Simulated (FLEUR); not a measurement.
**MnO2: which magnetic order is lowest**

Aim: find out whether MnO2 carries moments, and which collinear order costs least.

Method: PBE with U = 2.4 eV on Mn d; all-electron FLAPW, Dirac cores, scalar-relativistic bands, in FLEUR MaX-R8.1.

Report form: the programs' logs are mostly left out.

## Step 1: The structure

The structure is orthorhombic, space group Pnnm (No. 58). Conventional cell: a = 4.331 Å, b = 4.462 Å, c = 2.862 Å, α = 90.00°, β = 90.00°, γ = 90.00°. Nearest to Mn lie 6 O at 1.88 to 1.90 Å. O has 3 Mn at 1.88 to 1.90 Å nearest. Farther neighbours and most contacts between anions are not listed.

Structure file:

```cif
data_structure
_symmetry_space_group_name_H-M 'P 1'
_symmetry_Int_Tables_number 1
_cell_length_a 4.3306
_cell_length_b 4.4623
_cell_length_c 2.8625
_cell_angle_alpha 90.000
_cell_angle_beta 90.000
_cell_angle_gamma 90.000
_cell_volume 55.32
loop_
_atom_site_label
_atom_site_type_symbol
_atom_site_fract_x
_atom_site_fract_y
_atom_site_fract_z
_atom_site_occupancy
Mn1 Mn 0.00000 0.00000 0.00000 1
Mn2 Mn 0.50000 0.50000 0.50000 1
O3 O 0.78601 0.17704 0.50000 1
O4 O 0.71399 0.67704 0.00000 1
O5 O 0.28601 0.32296 0.00000 1
O6 O 0.21399 0.82296 0.50000 1
```

The cell comes from a database of computed structures and need not be the stable phase.

## Step 2: Order 1, typed as ferro ++

The parallel start comes first: it shows whether parallel moments hold. A Hubbard U acts on the open shell, since semilocal functionals spread its electrons too much.

inpgen writes inp.xml from crystal.txt; cutoffs, mixing, functional, smearing and local orbitals are then set in the file. The k list default-1 (kpts.xml, not shown) is a Γ-centred 8×8×8 mesh; where the ranks do not divide the number of points, some are split in two of half the weight.

The input, inp.xml:

```
<?xml version="1.0" encoding="UTF-8" standalone="no"?>
<fleurInput fleurInputVersion="0.39">
   <comment>
      MnO2
   </comment>
   <calculationSetup>
      <cutoffs Kmax="4.4" Gmax="13.2" GmaxXC="13.2" numbands="0"/>
      <scfLoop itmax="130" minDistance="0.0001" maxIterBroyd="15" imix="Anderson" alpha="0.05" precondParam="0.0" spinf="2.0" sdNocoIR="T"/>
      <coreElectrons ctail="T" frcor="F" kcrel="0" coretail_lmax="0"/>
      <xcFunctional name="pbe" relativisticCorrections="F"/>
      <magnetism jspins="2"/>
      <soc l_soc="F" theta="0.0" phi="0.0" spav="F"/>
      <expertModes spex="0" secvar="F"/>
      <geometryOptimization l_f="F" forcealpha="1.0" forcemix="BFGS" epsdisp="0.00001" epsforce="0.00001"/>
      <ldaU l_linMix="F" mixParam="0.05" spinf="1.0"/>
   </calculationSetup>
   <cell>
      <bzIntegration valenceElectrons="54.0" mode="hist" fermiSmearingEnergy="0.00110248">
         <kPointListSelection listName="default-1"/>
         <xi:include xmlns:xi="http://www.w3.org/2001/XInclude" href="kpts.xml"> </xi:include>
      </bzIntegration>
      <xi:include xmlns:xi="http://www.w3.org/2001/XInclude" href="sym.xml"> </xi:include>
      <bulkLattice scale="1.0">
         <bravaisMatrix>
            <row-1>    8.1836025450739847     0.0000000000000000     0.0000000000000000</row-1>
            <row-2>    0.0000000000000000     8.4325488286325783     0.0000000000000000</row-2>
            <row-3>    0.0000000000000000     0.0000000000000000     5.4092971900214089</row-3>
         </bravaisMatrix>
      </bulkLattice>
   </cell>
   <atomSpecies>
      <species name="Manganese 4.500" element="Mn" atomicNumber="25">
         <mtSphere radius="2.21" gridPoints="731" logIncrement="0.017"/>
         <atomicCutoffs lmax="8" lnonsphr="6"/>
         <electronConfig flipSpins="F">
            <coreConfig>(1s1/2) (2s1/2) (2p1/2) (2p3/2)</coreConfig>
            <valenceConfig>(3s1/2) (3p1/2) (3p3/2) (4s1/2) (3d3/2) (3d5/2)</valenceConfig>
            <stateOccupation state="(3d3/2)" spinUp="1.75" spinDown="0.25"/>
            <stateOccupation state="(3d5/2)" spinUp="3.0" spinDown="0.0"/>
         </electronConfig>
         <energyParameters s="4" p="4" d="3" f="4"/>
         <ldaU l="2" U="2.4" J="0.0" l_amf="F"/>
         <lo type="SCLO" l="0" n="3" eDeriv="0"/>
         <lo type="SCLO" l="1" n="3" eDeriv="0"/>
      </species>
      <species name="Oxygen (O)" element="O" atomicNumber="8">
         <mtSphere radius="1.25" gridPoints="415" logIncrement="0.025"/>
         <atomicCutoffs lmax="6" lnonsphr="4"/>
         <electronConfig flipSpins="F">
            <coreConfig>(1s1/2)</coreConfig>
            <valenceConfig>(2s1/2) (2p1/2) (2p3/2)</valenceConfig>
            <stateOccupation state="(2p1/2)" spinUp="0.666667" spinDown="0.666667"/>
            <stateOccupation state="(2p3/2)" spinUp="1.333333" spinDown="1.333333"/>
         </electronConfig>
         <energyParameters s="2" p="2" d="3" f="4"/>
      </species>
   </atomSpecies>
   <atomGroups>
      <atomGroup species="Manganese 4.500">
         <relPos label="                   1">.0000000000 .0000000000 .0000000000</relPos>
         <relPos label="                   2">1.000/2.000 1.000/2.000 1.000/2.000</relPos>
         <force calculate="T" relaxXYZ="TTT"/>
      </atomGroup>
      <atomGroup species="Oxygen (O)">
         <relPos label="                   3">-.2139923600 .1770373300 1.000/2.000</relPos>
         <relPos label="                   4">-.2860076400 -.3229626700 .0000000000</relPos>
         <relPos label="                   5">.2860076400 .3229626700 .0000000000</relPos>
         <relPos label="                   6">.2139923600 -.1770373300 1.000/2.000</relPos>
         <force calculate="T" relaxXYZ="TTT"/>
      </atomGroup>
   </atomGroups>
   <output dos="F" band="F" slice="F">
      <bandDOS minEnergy="-.5*Htr" maxEnergy="0.5*Htr" sigma="0.015" storeEVData="T"/>
      <plotting iplot="0" polar="F">
         <plot TwoD="T" vec1="  1.0  0.0  0.0" vec2="  0.0  1.0  0.0" vec3="  0.0  0.0  1.0" zero="  0.0  0.0  0.0" file="plot"/>
      </plotting>
      <moessbauerParams electricFieldGradient="F" isomerShift="F" coreHyperfine="F" valenceHyperfine="F"/>
   </output>
</fleurInput>
```

The input, crystal.txt:

```
MnO2
&input film=F cartesian=F /
4.33057597000  0.00000000000  0.00000000000
0.00000000000  4.46231267000  0.00000000000
0.00000000000  0.00000000000  2.86247680000
1.8897261246
1.0 1.0 1.0

6
25 0.00000000000  0.00000000000  0.00000000000 : 4.500
25 0.50000000000  0.50000000000  0.50000000000 : 4.500
8 0.78600764000  0.17703733000  0.50000000000
8 0.71399236000  0.67703733000  0.00000000000
8 0.28600764000  0.32296267000  0.00000000000
8 0.21399236000  0.82296267000  0.50000000000

&kpt div1=8 div2=8 div3=8 gamma=T /
```

Run with:

```
$ OMP_NUM_THREADS=1 inpgen -f crystal.txt > inpgen.log  # inp.xml is then edited as shown
$ OMP_NUM_THREADS=1 mpirun -n 4 fleur_MPI > fleur.log
```

Wall time 1.8 min (4 MPI ranks of Intel Xeon 6975P-C (Granite Rapids), shared host); peak memory 0.35 GiB; 7.2 min of CPU time.

Spin moment in the muffin-tin sphere by atom:

| atom | spin moment in the muffin-tin sphere (μB) |
| --- | --- |
| Mn1 | 2.87 |
| Mn2 | 2.87 |
| O3 | 0.02 |
| O4 | 0.02 |
| O5 | 0.02 |
| O6 | 0.02 |

Read from the output:

* free energy: -71243.6382 eV
* program's band gap on this mesh (in a metal only a level spacing): 0.1645 eV
* magnetization: 6.000 μB
* final state: ferromagnetic

After 24 cycles the largest moment stands at 2.87 μB.

## Step 3: Run 2 (antiferro +-)

Reversing part of the moments tests the sign of the couplings between them.

inp.xml: that of step 2 with these lines changed.

```diff
@@ -45,2 +45,16 @@
       </species>
+      <species name="Manganese -4.500" element="Mn" atomicNumber="25">
+         <mtSphere radius="2.21" gridPoints="731" logIncrement="0.017"/>
+         <atomicCutoffs lmax="8" lnonsphr="6"/>
+         <electronConfig flipSpins="F">
+            <coreConfig>(1s1/2) (2s1/2) (2p1/2) (2p3/2)</coreConfig>
+            <valenceConfig>(3s1/2) (3p1/2) (3p3/2) (4s1/2) (3d3/2) (3d5/2)</valenceConfig>
+            <stateOccupation state="(3d3/2)" spinUp="0.25" spinDown="1.75"/>
+            <stateOccupation state="(3d5/2)" spinUp="0.0" spinDown="3.0"/>
+         </electronConfig>
+         <energyParameters s="4" p="4" d="3" f="4"/>
+         <ldaU l="2" U="2.4" J="0.0" l_amf="F"/>
+         <lo type="SCLO" l="0" n="3" eDeriv="0"/>
+         <lo type="SCLO" l="1" n="3" eDeriv="0"/>
+      </species>
       <species name="Oxygen (O)" element="O" atomicNumber="8">
@@ -60,2 +74,5 @@
          <relPos label="                   1">.0000000000 .0000000000 .0000000000</relPos>
+         <force calculate="T" relaxXYZ="TTT"/>
+      </atomGroup>
+      <atomGroup species="Manganese -4.500">
          <relPos label="                   2">1.000/2.000 1.000/2.000 1.000/2.000</relPos>
@@ -65,5 +82,8 @@
          <relPos label="                   3">-.2139923600 .1770373300 1.000/2.000</relPos>
+         <relPos label="                   6">.2139923600 -.1770373300 1.000/2.000</relPos>
+         <force calculate="T" relaxXYZ="TTT"/>
+      </atomGroup>
+      <atomGroup species="Oxygen (O)">
          <relPos label="                   4">-.2860076400 -.3229626700 .0000000000</relPos>
          <relPos label="                   5">.2860076400 .3229626700 .0000000000</relPos>
-         <relPos label="                   6">.2139923600 -.1770373300 1.000/2.000</relPos>
          <force calculate="T" relaxXYZ="TTT"/>
```

crystal.txt: that of step 2 with these lines changed.

```diff
@@ -10,3 +10,3 @@
 25 0.00000000000  0.00000000000  0.00000000000 : 4.500
-25 0.50000000000  0.50000000000  0.50000000000 : 4.500
+25 0.50000000000  0.50000000000  0.50000000000 : -4.500
 8 0.78600764000  0.17703733000  0.50000000000
```

The job ended after 2.7 min (4 MPI ranks; peak memory 0.43 GiB; 11 min of CPU time).

Spin moment in the muffin-tin sphere by atom:

| atom | spin moment in the muffin-tin sphere (μB) |
| --- | --- |
| Mn1 | 2.76 |
| Mn2 | -2.76 |
| O3 | 0.03 |
| O4 | -0.03 |
| O5 | -0.03 |
| O6 | 0.03 |

This step gave:

```
free energy                                                       : -71243.7342 eV
program's band gap on this mesh (in a metal only a level spacing) : 0.4216 eV
magnetization                                                     : 0 μB
final state                                                       : antiferromagnetic
```

It lies 48.0 meV a seeded atom under the first start, and its largest moment is 2.76 μB against 2.87 μB.

## Step 4: Start 3: no spin polarisation

A spinless run shows what the cell costs with no moments; under a U that can hold a penalty on part-filled orbitals beside the lost exchange.

inp.xml: that of step 3 with these lines changed.

```diff
@@ -10,3 +10,3 @@
       <xcFunctional name="pbe" relativisticCorrections="F"/>
-      <magnetism jspins="2"/>
+      <magnetism jspins="1"/>
       <soc l_soc="F" theta="0.0" phi="0.0" spav="F"/>
@@ -31,3 +31,3 @@
    <atomSpecies>
-      <species name="Manganese 4.500" element="Mn" atomicNumber="25">
+      <species name="Manganese (Mn)" element="Mn" atomicNumber="25">
          <mtSphere radius="2.21" gridPoints="731" logIncrement="0.017"/>
@@ -37,18 +37,4 @@
             <valenceConfig>(3s1/2) (3p1/2) (3p3/2) (4s1/2) (3d3/2) (3d5/2)</valenceConfig>
-            <stateOccupation state="(3d3/2)" spinUp="1.75" spinDown="0.25"/>
-            <stateOccupation state="(3d5/2)" spinUp="3.0" spinDown="0.0"/>
-         </electronConfig>
-         <energyParameters s="4" p="4" d="3" f="4"/>
-         <ldaU l="2" U="2.4" J="0.0" l_amf="F"/>
-         <lo type="SCLO" l="0" n="3" eDeriv="0"/>
-         <lo type="SCLO" l="1" n="3" eDeriv="0"/>
-      </species>
-      <species name="Manganese -4.500" element="Mn" atomicNumber="25">
-         <mtSphere radius="2.21" gridPoints="731" logIncrement="0.017"/>
-         <atomicCutoffs lmax="8" lnonsphr="6"/>
-         <electronConfig flipSpins="F">
-            <coreConfig>(1s1/2) (2s1/2) (2p1/2) (2p3/2)</coreConfig>
-            <valenceConfig>(3s1/2) (3p1/2) (3p3/2) (4s1/2) (3d3/2) (3d5/2)</valenceConfig>
-            <stateOccupation state="(3d3/2)" spinUp="0.25" spinDown="1.75"/>
-            <stateOccupation state="(3d5/2)" spinUp="0.0" spinDown="3.0"/>
+            <stateOccupation state="(3d3/2)" spinUp="1.000000" spinDown="1.000000"/>
+            <stateOccupation state="(3d5/2)" spinUp="1.500000" spinDown="1.500000"/>
          </electronConfig>
@@ -72,7 +58,4 @@
    <atomGroups>
-      <atomGroup species="Manganese 4.500">
+      <atomGroup species="Manganese (Mn)">
          <relPos label="                   1">.0000000000 .0000000000 .0000000000</relPos>
-         <force calculate="T" relaxXYZ="TTT"/>
-      </atomGroup>
-      <atomGroup species="Manganese -4.500">
          <relPos label="                   2">1.000/2.000 1.000/2.000 1.000/2.000</relPos>
@@ -82,8 +65,5 @@
          <relPos label="                   3">-.2139923600 .1770373300 1.000/2.000</relPos>
-         <relPos label="                   6">.2139923600 -.1770373300 1.000/2.000</relPos>
-         <force calculate="T" relaxXYZ="TTT"/>
-      </atomGroup>
-      <atomGroup species="Oxygen (O)">
          <relPos label="                   4">-.2860076400 -.3229626700 .0000000000</relPos>
          <relPos label="                   5">.2860076400 .3229626700 .0000000000</relPos>
+         <relPos label="                   6">.2139923600 -.1770373300 1.000/2.000</relPos>
          <force calculate="T" relaxXYZ="TTT"/>
```

crystal.txt: that of step 3 with these lines changed.

```diff
@@ -9,4 +9,4 @@
 6
-25 0.00000000000  0.00000000000  0.00000000000 : 4.500
-25 0.50000000000  0.50000000000  0.50000000000 : -4.500
+25 0.00000000000  0.00000000000  0.00000000000
+25 0.50000000000  0.50000000000  0.50000000000
 8 0.78600764000  0.17703733000  0.50000000000
```

Wall time 81 s (4 MPI ranks); peak memory 0.29 GiB.

This step gave:

```
free energy                                                       : -71240.1315 eV
program's band gap on this mesh (in a metal only a level spacing) : 0.004166 eV
final state                                                       : non-magnetic (no spin polarisation)
```

It lies 1753 meV a seeded atom over the first start.

## Step 5: Energies of the orders

Free energies are divided by the number of seeded atoms.

Orders:

| start | final state | typed order kept | energy over the lowest (meV a seeded atom) | largest sphere moment (μB) | net moment (μB a primitive cell) | mesh matched | CPU time (s) |
| --- | --- | --- | --- | --- | --- | --- | --- |
| ferro ++ | ferromagnetic | yes | 48 | 2.868 | 6 | yes | 429.9 |
| antiferro +- | antiferromagnetic | yes | 0 | 2.756 | 0 | yes | 656.1 |
| no spin polarisation | non-magnetic | - | 1801 | 0 | 0 | yes | 321.6 |

## Step 6: Spin–orbit coupling, moments along [001]

Spin–orbit coupling ties the spins to the lattice and lets orbital moments form.

A new self-consistent run of the start antiferro +-, with the moments along z.

inp.xml: that of step 2 with these lines changed.

```diff
@@ -6,3 +6,3 @@
    <calculationSetup>
-      <cutoffs Kmax="4.4" Gmax="13.2" GmaxXC="13.2" numbands="0"/>
+      <cutoffs Kmax="4.4" Gmax="13.2" GmaxXC="13.2" numbands="174"/>
       <scfLoop itmax="130" minDistance="0.0001" maxIterBroyd="15" imix="Anderson" alpha="0.05" precondParam="0.0" spinf="2.0" sdNocoIR="T"/>
@@ -11,3 +11,3 @@
       <magnetism jspins="2"/>
-      <soc l_soc="F" theta="0.0" phi="0.0" spav="F"/>
+      <soc l_soc="T" theta="0.0" phi="0.0" spav="F"/>
       <expertModes spex="0" secvar="F"/>
@@ -45,2 +45,16 @@
       </species>
+      <species name="Manganese -4.500" element="Mn" atomicNumber="25">
+         <mtSphere radius="2.21" gridPoints="731" logIncrement="0.017"/>
+         <atomicCutoffs lmax="8" lnonsphr="6"/>
+         <electronConfig flipSpins="F">
+            <coreConfig>(1s1/2) (2s1/2) (2p1/2) (2p3/2)</coreConfig>
+            <valenceConfig>(3s1/2) (3p1/2) (3p3/2) (4s1/2) (3d3/2) (3d5/2)</valenceConfig>
+            <stateOccupation state="(3d3/2)" spinUp="0.25" spinDown="1.75"/>
+            <stateOccupation state="(3d5/2)" spinUp="0.0" spinDown="3.0"/>
+         </electronConfig>
+         <energyParameters s="4" p="4" d="3" f="4"/>
+         <ldaU l="2" U="2.4" J="0.0" l_amf="F"/>
+         <lo type="SCLO" l="0" n="3" eDeriv="0"/>
+         <lo type="SCLO" l="1" n="3" eDeriv="0"/>
+      </species>
       <species name="Oxygen (O)" element="O" atomicNumber="8">
@@ -60,2 +74,5 @@
          <relPos label="                   1">.0000000000 .0000000000 .0000000000</relPos>
+         <force calculate="T" relaxXYZ="TTT"/>
+      </atomGroup>
+      <atomGroup species="Manganese -4.500">
          <relPos label="                   2">1.000/2.000 1.000/2.000 1.000/2.000</relPos>
@@ -65,5 +82,8 @@
          <relPos label="                   3">-.2139923600 .1770373300 1.000/2.000</relPos>
+         <relPos label="                   6">.2139923600 -.1770373300 1.000/2.000</relPos>
+         <force calculate="T" relaxXYZ="TTT"/>
+      </atomGroup>
+      <atomGroup species="Oxygen (O)">
          <relPos label="                   4">-.2860076400 -.3229626700 .0000000000</relPos>
          <relPos label="                   5">.2860076400 .3229626700 .0000000000</relPos>
-         <relPos label="                   6">.2139923600 -.1770373300 1.000/2.000</relPos>
          <force calculate="T" relaxXYZ="TTT"/>
```

crystal.txt: that of step 2 with these lines changed.

```diff
@@ -10,3 +10,3 @@
 25 0.00000000000  0.00000000000  0.00000000000 : 4.500
-25 0.50000000000  0.50000000000  0.50000000000 : 4.500
+25 0.50000000000  0.50000000000  0.50000000000 : -4.500
 8 0.78600764000  0.17703733000  0.50000000000
@@ -16,2 +16,3 @@
 
+&soc 0.0000000 0.0000000 /
 &kpt div1=8 div2=8 div3=8 gamma=T /
```

Elapsed: 13 min, on 4 MPI ranks; peak memory 1.5 GiB.

Spin moment in the muffin-tin sphere by atom:

| atom | spin moment in the muffin-tin sphere (μB) |
| --- | --- |
| Mn1 | 2.76 |
| Mn2 | -2.76 |
| O3 | 0.03 |
| O4 | -0.03 |
| O5 | -0.03 |
| O6 | 0.03 |

Numbers from this step:

* free energy: -71243.7583 eV
* program's band gap on this mesh (in a metal only a level spacing): 0.4208 eV
* magnetization: 0 μB
* final state: antiferromagnetic
* orbital moment along the spin: -0.02367 μB

Orbital moment in the sphere, along the spin axis by atom:

| atom | orbital moment in the sphere, along the spin axis (μB) |
| --- | --- |
| Mn1 | -0.0237 |
| Mn2 | 0.0237 |
| O3 | 0.0001 |
| O4 | -0.0001 |
| O5 | -0.0001 |
| O6 | 0.0001 |

## Step 7: What came out

```yaml
lowest_state_found: antiferromagnetic (typed antiferro +-)
largest_site_spin_moment: 2.76 μB
next_finished_state: ferromagnetic, 48.0 meV a seeded atom higher
spinless_run_over_the_lowest_under_a_u_no_clean_measure_of_the_moments: 1801 meV a seeded atom
orbital_moment_on_the_atom_of_largest_spin_along_its_spin_spin_orbit_run: -0.0237 μB
```

**Reading.** The lowest state found is antiferromagnetic, reached from the start antiferro +-, with moments up to 2.76 μB. The next finished state costs 48 meV a seeded atom. Under a U a spinless run can be left with part-filled orbitals, which the U penalises, or fall into a low-spin state, so its energy is no clean measure of what the moments gain. On the atom of largest spin the orbital moment is almost quenched. This is the lowest of 3 finished starts, no proof of the ground state. Under a U the differences between the orders can hold more than exchange, though the occupations look alike: the program's gaps run from 0.16 to 0.42 eV.

[Logs and program files are shortened in this print: banners, set-up blocks, solver, clock and traceback lines can be left out without a mark of their own.]

[Logs are printed without paths, hosts, clocks, repeated set-up lines and the standing remarks that a program may print on its own settings, such as how far it seeks lower states.]

[Hosts, paths, dates, database ids (printed as entryN), source tags and the programs' standing remarks are cut or masked in the printed files.]

[Where a cell is said to come from a database of computed structures, the database is the Materials Project.]
